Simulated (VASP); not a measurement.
## Si (strained database structure): a r²SCAN single-point calculation in VASP

INCAR

```
LCHARG = .FALSE.
EDIFF = 1E-7
NELM = 120
PREC = Accurate
NSW = 0
NBANDS = 11
LREAL = .FALSE.
SIGMA = 0.02
ENCUT = 520
LWAVE = .FALSE.
LASPH = .TRUE.
ISIF = 2
METAGGA = R2SCAN
IBRION = -1
ALGO = Normal
ISMEAR = -1
```

KPOINTS

```
KPOINTS created by Atomic Simulation Environment
0
Gamma
8 8 8
0 0 0
```

KPOINTS_OPT

```
special points
7
Reciprocal
0.0000000000 0.0000000000 0.0000000000 1
0.5000000000 0.0000000000 0.5000000000 1
0.6250000000 0.2500000000 0.6250000000 1
0.3750000000 0.3750000000 0.7500000000 1
0.5000000000 0.5000000000 0.5000000000 1
0.5000000000 0.2500000000 0.7500000000 1
0.0000000000 0.4218750000 0.4218750000 1
```

POSCAR

```
Si
 1.0000000000000000
     0.0000000000000000    2.5835638433999999    2.8231982915999998
     2.5835638433999999    0.0000000000000000    2.8231982915999998
     2.5835638433999999    2.5835638433999999    0.0000000000000000
 Si
   2
Cartesian
  1.2917819216999999  1.2917819216999999  1.4115991457999999
  0.0000000000000000  0.0000000000000000  0.0000000000000000
```

VASP ran with the recommended PBE PAW datasets (8 valence electrons in the cell).

Command

```
mpirun -np 1 vasp_std
```

OSZICAR

```
N       E                     dE             d eps       ncg     rms          rms(c)
DAV:   1    -0.586038979240E+00   -0.58604E+00   -0.33681E+03  1298   0.588E+02
DAV:   2    -0.179946741343E+02   -0.17409E+02   -0.16477E+02  1702   0.873E+01
DAV:   3    -0.185822436052E+02   -0.58757E+00   -0.58526E+00  1666   0.131E+01
DAV:   4    -0.185863532375E+02   -0.41096E-02   -0.41093E-02  1589   0.139E+00
DAV:   5    -0.185863861416E+02   -0.32904E-04   -0.32904E-04  1663   0.114E-01    0.645E+00
DAV:   6    -0.174282408036E+02    0.11581E+01   -0.15067E-01  1528   0.227E+00    0.448E+00
DAV:   7    -0.174197835094E+02    0.84573E-02   -0.17123E-01  1400   0.202E+00    0.344E-01
DAV:   8    -0.174185679955E+02    0.12155E-02   -0.66207E-03  1470   0.456E-01    0.437E-01
DAV:   9    -0.174187356098E+02   -0.16761E-03   -0.30736E-04  1592   0.142E-01    0.217E-02
DAV:  10    -0.174187434613E+02   -0.78514E-05   -0.43642E-06  1527   0.144E-02    0.606E-03
DAV:  11    -0.174187490768E+02   -0.56155E-05   -0.15592E-06  1512   0.873E-03    0.119E-03
DAV:  12    -0.174187484440E+02    0.63283E-06   -0.37533E-08   980   0.135E-03    0.720E-04
DAV:  13    -0.174187482327E+02    0.21125E-06   -0.42392E-09   817   0.475E-04    0.344E-04
DAV:  14    -0.174187481423E+02    0.90404E-07   -0.68316E-10   796   0.201E-04
   1 F= -.17418748E+02 E0= -.17418736E+02  d E =-.245901E-04
       N       E                     dE             ncg
DAV:   1     0.989123249495E+03   -0.16405E+04      154
DAV:   2     0.864167818972E+03   -0.12496E+03      218
DAV:   3     0.861456926841E+03   -0.27109E+01      209
DAV:   4     0.861439110505E+03   -0.17816E-01      189
DAV:   5     0.861438941999E+03   -0.16851E-03      203
DAV:   6     0.861438940118E+03   -0.18811E-05      200
DAV:   7     0.861438940091E+03   -0.26274E-07      205
```

From OUTCAR

```
k-points           NKPTS =     59   k-points in BZ     NKDIM =     59   number of bands    NBANDS=     11

   NELECT =       8.0000    total number of electrons

   dimension x,y,z NGX =    28 NGY =   28 NGZ =   28
   dimension x,y,z NGXF=    56 NGYF=   56 NGZF=   56

  energy-cutoff  :      520.00
  volume of cell :       37.69
      direct lattice vectors                 reciprocal lattice vectors
     0.000000000  2.583563843  2.823198292    -0.193531118  0.193531118  0.177104103
     2.583563843  0.000000000  2.823198292     0.193531118 -0.193531118  0.177104103
     2.583563843  2.583563843  0.000000000     0.193531118  0.193531118 -0.177104103

 k-points in reciprocal lattice and weights: KPOINTS created by Atomic Simulation Env
   0.00000000  0.00000000  0.00000000       0.002
   0.12500000 -0.00000000  0.00000000       0.016
   0.25000000 -0.00000000  0.00000000       0.016
   0.37500000 -0.00000000  0.00000000       0.016
   0.50000000 -0.00000000  0.00000000       0.008
   0.12500000  0.12500000  0.00000000       0.004
   0.25000000  0.12500000  0.00000000       0.016
   0.37500000  0.12500000  0.00000000       0.016
   ...

 E-fermi :   6.7340

 k-point     1 :       0.0000    0.0000    0.0000
  band No.  band energies     occupation
      1      -6.5838      2.00000
      2       5.8821      2.00000
      3       6.6489      1.97202
      4       6.6489      1.97202
      5       9.0982      0.00000
      6       9.0982      0.00000
      7       9.4299      0.00000
      8      10.9567      0.00000
      9      13.6691      0.00000
     10      15.3931      0.00000
     11      15.4563      0.00000

 k-point     2 :       0.1250   -0.0000    0.0000
  band No.  band energies     occupation
      1      -6.3568      2.00000
      2       4.6684      2.00000
      3       5.8261      2.00000
      4       6.3695      2.00000
      5       9.1571      0.00000
      6       9.5930      0.00000
      7       9.9160      0.00000
      8      12.0798      0.00000
      9      13.4575      0.00000
     10      14.7706      0.00000
     11      16.2037      0.00000

 k-point     3 :       0.2500   -0.0000    0.0000
  band No.  band energies     occupation
      1      -5.6929      2.00000
      2       2.1921      2.00000
      3       5.1627      2.00000
      4       5.9393      2.00000
      5       8.6930      0.00000
      6      10.2766      0.00000
      7      10.3409      0.00000
      8      13.6131      0.00000
      9      14.3031      0.00000
     10      14.6473      0.00000
     11      16.5411      0.00000

 k-point     4 :       0.3750   -0.0000    0.0000
  band No.  band energies     occupation
      1      -4.6888      2.00000
      2      -0.0323      2.00000
      3       4.7172      2.00000
      4       5.6608      2.00000
      5       8.2480      0.00000
      6      10.1256      0.00000
      7      10.4417      0.00000
      8      15.1269      0.00000
      9      15.4156      0.00000
     10      15.6479      0.00000
     11      17.7360      0.00000

 k-point     5 :       0.5000   -0.0000    0.0000
  band No.  band energies     occupation
      1      -3.9549      2.00000
      2      -1.1855      2.00000
      3       4.5626      2.00000
      4       5.5706      2.00000
      5       8.0813      0.00000
      6      10.0226      0.00000
      7      10.3402      0.00000
      8      14.9232      0.00000
      9      17.2493      0.00000
     10      18.0902      0.00000
     11      18.3354      0.00000

 k-point     6 :       0.1250    0.1250    0.0000
  band No.  band energies     occupation
      1      -6.3113      2.00000
      2       4.5844      2.00000
      3       5.7953      2.00000
      4       5.7953      2.00000
      5       8.9668      0.00000
      6      10.3500      0.00000
      7      10.3500      0.00000
      8      11.7983      0.00000
      9      12.5223      0.00000
     10      15.7550      0.00000
     11      16.3627      0.00000

 k-point     7 :       0.2500    0.1250    0.0000
  band No.  band energies     occupation
      1      -5.8187      2.00000
      2       2.8864      2.00000
      3       4.8810      2.00000
      4       5.2925      2.00000
      5       9.2223      0.00000
      6      10.4390      0.00000
      7      11.3050      0.00000
      8      11.4416      0.00000
      9      14.4794      0.00000
     10      15.6114      0.00000
     11      17.5239      0.00000

 k-point     8 :       0.3750    0.1250    0.0000
  band No.  band energies     occupation
      1      -4.9280      2.00000
      2       0.7615      2.00000
      3       3.9806      2.00000
      4       5.0722      2.00000
      5       9.3606      0.00000
      6       9.9624      0.00000
      7      11.5493      0.00000
      8      12.9093      0.00000
      9      16.2546      0.00000
     10      16.6047      0.00000
     11      17.3194      0.00000

 k-point     9 :       0.5000    0.1250    0.0000
  band No.  band energies     occupation
      1      -3.9222      2.00000
      2      -0.8941      2.00000
      3       3.4262      2.00000
      4       5.1619      2.00000
      5       9.4824      0.00000
      6       9.6436      0.00000
      7      11.1704      0.00000
      8      15.1392      0.00000
      9      16.3937      0.00000
     10      17.3368      0.00000
     11      18.5767      0.00000

 k-point    10 :      -0.3750    0.1250    0.0000
  band No.  band energies     occupation
      1      -4.0995      2.00000
      2      -0.5985      2.00000
      3       3.2601      2.00000
      4       5.5151      2.00000
      5       9.5702      0.00000
      6       9.9118      0.00000
      7      10.8384      0.00000
      8      14.9825      0.00000
      9      14.9826      0.00000
     10      16.3678      0.00000
     11      19.2736      0.00000

 k-point    11 :      -0.2500    0.1250    0.0000
  band No.  band energies     occupation
      1      -5.1373      2.00000
      2       1.3391      2.00000
      3       3.4973      2.00000
      4       6.0251      2.00000
      5       9.7023      0.00000
      6      10.4624      0.00000
      7      10.4854      0.00000
      8      13.1165      0.00000
      9      13.4482      0.00000
     10      16.6053      0.00000
     11      18.4625      0.00000

 k-point    12 :      -0.1250    0.1250    0.0000
  band No.  band energies     occupation
      1      -5.9530      2.00000
      2       3.5763      2.00000
      3       4.2419      2.00000
      4       6.4640      2.00000
      5       9.6210      0.00000
      6       9.7534      0.00000
      7      10.3906      0.00000
      8      12.2715      0.00000
      9      13.5886      0.00000
     10      15.7085      0.00000
     11      16.8959      0.00000

 k-point    13 :       0.2500    0.2500    0.0000
  band No.  band energies     occupation
      1      -5.5005      2.00000
      2       2.2256      2.00000
      3       4.6940      2.00000
      4       4.6940      2.00000
      5       8.1790      0.00000
      6       9.7950      0.00000
      7      12.6152      0.00000
      8      12.6152      0.00000
      9      15.1956      0.00000
     10      16.6498      0.00000
     11      18.5833      0.00000

 k-point    14 :       0.3750    0.2500    0.0000
  band No.  band energies     occupation
      1      -4.7596      2.00000
      2       0.8566      2.00000
      3       3.5510      2.00000
      4       4.3932      2.00000
      5       8.4099      0.00000
      6       9.9312      0.00000
      7      12.8532      0.00000
      8      13.3949      0.00000
      9      17.2955      0.00000
     10      17.4785      0.00000
     11      19.0678      0.00000

 k-point    15 :       0.5000    0.2500    0.0000
  band No.  band energies     occupation
      1      -3.7232      2.00000
      2      -0.5366      2.00000
      3       2.2776      2.00000
      4       4.4471      2.00000
      5       8.5790      0.00000
      6      11.9200      0.00000
      7      12.6394      0.00000
      8      13.1293      0.00000
      9      17.5234      0.00000
     10      17.6403      0.00000
     11      19.2824      0.00000

 k-point    16 :      -0.3750    0.2500    0.0000
  band No.  band energies     occupation
      1      -3.2935      2.00000
      2      -0.9434      2.00000
      3       1.6547      2.00000
      4       4.8368      2.00000
      5       9.0268      0.00000
      6      12.0664      0.00000
      7      12.5710      0.00000
      8      14.9170      0.00000
      9      14.9902      0.00000
     10      15.2836      0.00000
     11      19.2957      0.00000

 ...

  Total        2.5186949      2.5186949     -0.0729278      0.0000000     -0.0000000      0.0000000
  in kB      107.0721130    107.0721130     -3.1002313      0.0000000     -0.0000000      0.0000000
  external PRESSURE =      70.3479983 kB  Pullay stress =       0.0000000 kB

 POSITION                                       TOTAL-FORCE (eV/Angst)
 -----------------------------------------------------------------------------------
      1.29178      1.29178      1.41160         0.000000      0.000000      0.000000
      0.00000      0.00000      0.00000        -0.000000     -0.000000     -0.000000
 -----------------------------------------------------------------------------------
    total drift:                                0.000000      0.000000      0.000000

  FREE ENERGIE OF THE ION-ELECTRON SYSTEM (eV)
  ---------------------------------------------------
  free  energy   TOTEN  =       -17.4187481423 eV

  energy  without entropy=      -17.4187235522  energy(sigma->0) =      -17.41873585
```

```json
{
 "gap between bands v and c": "0.13 eV",
 "least direct gap": "2.45 eV",
 "pressure": "7.0 GPa"
}
```

Band v is the last that the valence electrons fill when counted band by band, and c is the next.

The run took about 76 s on one core of a shared host (Intel Xeon Platinum 8488C) and held 0.18 GiB at most.
